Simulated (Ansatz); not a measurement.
Wanted: the native input for an Ansatz 0.2.0 run.

```yaml
Task: band structure
Functional: LDA
Potentials_or_basis: all-electron LAPW, scalar-relativistic
Cutoff: 140 eV (chosen from the basis error)
Basis_error_allowed: 0.001 eV/atom
k_mesh: 9 × 9 × 7
Occupations: fermi-dirac, width 0.05 eV
Spin: no spin polarisation
```

Crystal: MgSi.

```
Si Mg
1.0
     2.90839    0.00000    0.00000
     0.00000    2.90839    0.00000
     0.00000    0.00000    4.10343
Si Mg
1 1
Direct
  0.50000 0.50000 0.50000
  0.00000 0.00000 0.00000
```

The cell comes from a database or a generator and needn't be the stable form of this composition.

The input as run:

input.yaml

```yaml
crystal:
  lattice:
    - [2.908394, 0.0, 0.0]
    - [0.0, 2.908394, 0.0]
    - [0.0, 0.0, 4.103427]
  atoms:
    - { symbol: Si, position: [0.5, 0.5, 0.5] }
    - { symbol: Mg, position: [0.0, 0.0, 0.0] }
kpoints:
  mp_grid: { grid: [9, 9, 7] }
  band_path:
    path:
      - [0.0, 0.0, 0.0]
      - [0.0, 0.5, 0.0]
      - [0.5, 0.5, 0.0]
      - [0.0, 0.0, 0.0]
      - [0.0, 0.0, 0.5]
      - [0.0, 0.5, 0.5]
      - [0.5, 0.5, 0.5]
      - [0.0, 0.0, 0.5]
    npoints: 6
scf:
  occupations: { method: fermi_dirac, width: 0.05 }
hamiltonian:
  xc: lda
  pseudopotentials: { kind: all_electron, lapw: { basis_error: 0.001 } }
output:
  forces: true
  stress: true
  eigenvalues: true
```

Potentials or basis: all-electron LAPW, scalar-relativistic.

Command:

```bash
$ ansatz run input.yaml --threads 1 --pin off --max-ram 3072MiB --backend cpu --events-out ev --progress --plain --runs-dir out
```

It gave:

The pressure is -3.2 GPa. The band gap along the path is none (metal or under the smearing width).

It took 4.9 s on 1 thread of AMD EPYC 7R43 64-Core Processor (Zen 3), with other jobs on the host, peak memory 0.28 GiB.
